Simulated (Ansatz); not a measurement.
## ZnS (wurtzite) under strain

ZnS (wurtzite), relaxed with r2SCAN in Ansatz. It is hexagonal, P6_3mc (No. 186); a = 3.805 Å, c = 6.244 Å in the conventional setting, 19.58 Å³ an atom. Around Zn lie 4 S at 2.33–2.34 Å; around S lie 4 Zn at 2.33–2.34 Å.

The axes x, y and z are those of this cell:
```
Zn S
1.0
     3.80545    0.00000    0.00000
    -1.90273    3.29562    0.00000
     0.00000    0.00000    6.24399
Zn S
2 2
Direct
  0.33333 0.66667 0.00034
  0.66667 0.33333 0.50034
  0.33333 0.66667 0.37466
  0.66667 0.33333 0.87466
```

Unstrained: The PBE gap is direct at Γ: 2.213 eV. With r2SCAN the gap is 2.781 eV and direct, at Γ. With HSE06 the gap is 3.444 eV and direct, at Γ. Meshes: PBE 12×12×4, r2SCAN 12×12×4, HSE06 6×6×4. Strains are changes of length per length. After each strain the atoms were relaxed again with r2SCAN within the symmetry that the strain leaves, so tilts or polar shifts that break it weren't tested; points keep the names that they have in the unstrained zone. The values are computed, spin-unpolarised, and not measurements.

Changes of the least gap in eV (an overlap counts as a negative gap):
```tsv
strain	volume change (%)	space group	PBE	r2SCAN	HSE06	energy rise, r2SCAN (meV/atom)
uniaxial +5.0 % along x	+5.0	Cmc2_1	-0.263	-0.275	-0.285	17.9
epitaxial +2.0 % in the xy plane, free normal strain -1.15 %	+2.8	P6_3mc	-0.115	-0.121	-0.130	7.4
isotropic +2.5 % on every length	+7.7	P6_3mc	-0.325	-0.345	-0.358	24.5
epitaxial +0.5 % in the xy plane, free normal strain -0.26 %	+0.7	P6_3mc	-0.013	-0.013	-0.014	0.5
```

Uniaxial +5.0 % along x, other directions held. HSE06: the gap goes from 3.444 to 3.159 eV (-0.285 eV); with r2SCAN the top three valence levels at Γ, grouped 2+1 from the top over 85 meV, become 1+1+1 over 170 meV. Stress change with r2SCAN, compression positive: xx -5.73, yy -2.59, zz -1.96 GPa.

Epitaxial +2.0 % in the xy plane, free normal strain -1.15 %. HSE06: the gap goes from 3.444 to 3.314 eV (-0.130 eV); with r2SCAN the top three valence levels at Γ, grouped 2+1 from the top over 85 meV, become 1+2 over 60 meV. Stress change with r2SCAN, compression positive: xx -3.01, yy -3.01, zz +0.01 GPa.

Isotropic +2.5 % on every length. HSE06: the gap goes from 3.444 to 3.086 eV (-0.358 eV); with r2SCAN the top three valence levels at Γ, grouped 2+1 from the top over 85 meV, become 2+1 over 70 meV. Stress change with r2SCAN, compression positive: xx -4.89, yy -4.89, zz -5.06 GPa. For HSE06, dE_g/d ln V = -4.8 eV over this step.

Epitaxial +0.5 % in the xy plane, free normal strain -0.26 %. HSE06: the gap goes from 3.444 to 3.430 eV (-0.014 eV); with r2SCAN the top three valence levels at Γ, grouped 2+1 from the top over 85 meV, become 2+1 over 46 meV. Stress change with r2SCAN, compression positive: xx -0.81, yy -0.81, zz -0.03 GPa.

The meshes of the hybrids are coarse, so their gaps aren't converged to the digits shown.

The splittings at Γ are without spin-orbit coupling, which regroups them where it is of like size or larger.
